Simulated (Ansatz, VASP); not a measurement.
## GaN in VASP and in Ansatz

Contents of INCAR:

```
PREC = Accurate
ENCUT = 520
EDIFF = 1E-6
ISMEAR = 0
SIGMA = 0.1
LREAL = F
LASPH = T
NELM = 80
ALGO = Normal
ISIF = 2
LWAVE = F
LCHARG = T
GGA = PE
LELF = T
LVHAR = T
NBANDS = 16
```

The input KPOINTS:

```
Automatic mesh
0
Gamma
  8 8 8
```

POSCAR

```
GaN
1.0
    0.0000000000      1.9924999500      1.9924999500
    1.9924999500      0.0000000000      1.9924999500
    1.9924999500      1.9924999500      0.0000000000
Ga N
1 1
Direct
    0.5000000000      0.5000000000      0.5000000000
    0.0000000000      0.0000000000      0.0000000000
```

Input for Ansatz:

```yaml
crystal:
  lattice:
    - [0.0, 1.99249995, 1.99249995]
    - [1.99249995, 0.0, 1.99249995]
    - [1.99249995, 1.99249995, 0.0]
  atoms:
    - { symbol: Ga, position: [0.5, 0.5, 0.5] }
    - { symbol: "N", position: [0.0, 0.0, 0.0] }
basis:
  ecutwfc: 420
kpoints:
  mp_grid: { grid: [8, 8, 8] }
hamiltonian:
  xc: pbe
scf:
  occupations: { method: gaussian, width: 0.1 }
  lower_state_search: "off"
output:
  forces: true
  stress: true
  eigenvalues: true
```

Alike in both runs: task single point; functional PBE; k mesh 8 × 8 × 8; occupations gaussian, width 0.1 eV; no spin polarisation.

|  | VASP | Ansatz |
| --- | --- | --- |
| version | VASP 6.6.1 | Ansatz 0.2.0 |
| potentials or method | VASP PAW PBE potentials, release 64 (Ga_d, N) | scalar-relativistic, plane waves, PAW |
| plane-wave cutoff (eV) | 520 | 420 |
| valence electrons in the cell | 18 | 18 |

VASP gave:

- gap on the k mesh at the Fermi level (eV): 1.81
- least direct gap on the mesh (eV): 5.21

Problem. Which values does Ansatz return?

Solution. gap on the k mesh at the Fermi level (eV): 1.83; least direct gap on the mesh (eV): 5.19.

With one functional, cell and mesh, what is left measures potentials, basis and numerics.

 A k mesh can miss the band edges. Expect the measured gap to be larger: semilocal functionals such as PBE lack the derivative discontinuity.
